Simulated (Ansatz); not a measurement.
# FeS2 (Marcasite): the cost of one run

Method: DFT PBE, scalar-relativistic, plane waves, PAW, in Ansatz 0.2.0.

The COD entry's cell or inner coordinates are ideal or old and differ from later refinements, so a difference from it is no clean test against experiment.

**1. Starting point**

The structure is orthorhombic, space group Pnnm (No. 58). The conventional cell has a = 4.439 Å, b = 5.410 Å, c = 3.389 Å, α = 90.00°, β = 90.00°, γ = 90.00°. Fe (site symmetry 2/m) is surrounded by 6 S at 2.23 to 2.24 Å. Around S (site symmetry m) lie 3 Fe at 2.23 to 2.24 Å and 1 S at 2.28 Å.

As a file:

```
CELL_PARAMETERS angstrom
4.43891 0.00000 0.00000
0.00000 5.40981 0.00000
0.00000 0.00000 3.38934
ATOMIC_POSITIONS crystal
Fe 0.00000 0.00000 0.00000
Fe 0.50000 0.50000 0.50000
S 0.20627 0.37519 0.00000
S 0.29373 0.87519 0.50000
S 0.79373 0.62481 0.00000
S 0.70627 0.12481 0.50000
```

An earlier run at PBE left this cell at 13.565 Å³/atom and 0.00 GPa (6×4×8 mesh).

Volume factors to run: 0.980, 1.020, 0.960, 1.040.

**2. Scaling the volume by 0.980**

input.yaml

```yaml
crystal:
  lattice:
    - [4.4091185751, 0.0, 0.0]
    - [0.0, 5.3734998497, 0.0]
    - [0.0, 0.0, 3.3665930661]
  atoms:
    - { symbol: Fe, position: [0.0, 0.0, 0.0] }
    - { symbol: Fe, position: [0.5, 0.5, 0.5] }
    - { symbol: S, position: [0.2062737188, 0.3751857004, 0.0] }
    - { symbol: S, position: [0.2937262812, 0.8751857004, 0.5] }
    - { symbol: S, position: [0.7937262812, 0.6248142996, 0.0] }
    - { symbol: S, position: [0.7062737188, 0.1248142996, 0.5] }
basis:
  ecutwfc: 420
  ecutrho_ratio: 4
kpoints:
  mp_grid: { grid: [6, 4, 8] }
hamiltonian:
  xc: pbe
scf:
  occupations: { method: gaussian, width: 0.05 }
output:
  forces: true
  stress: true
  eigenvalues: true
relax:
  f_tol: 0.01
  max_steps: 40
  cell: { stress_tol: 0.1, fix: [volume] }
```

Command:

```bash
ansatz run input.yaml --threads 4 --pin off --max-ram 10240MiB --backend cpu --events-out ev --progress --plain --runs-dir out
```

Q: Estimate wall time and peak memory on 4 threads of Arm Neoverse V1, shared host.

About 15 s, with a peak of 0.47 GiB.
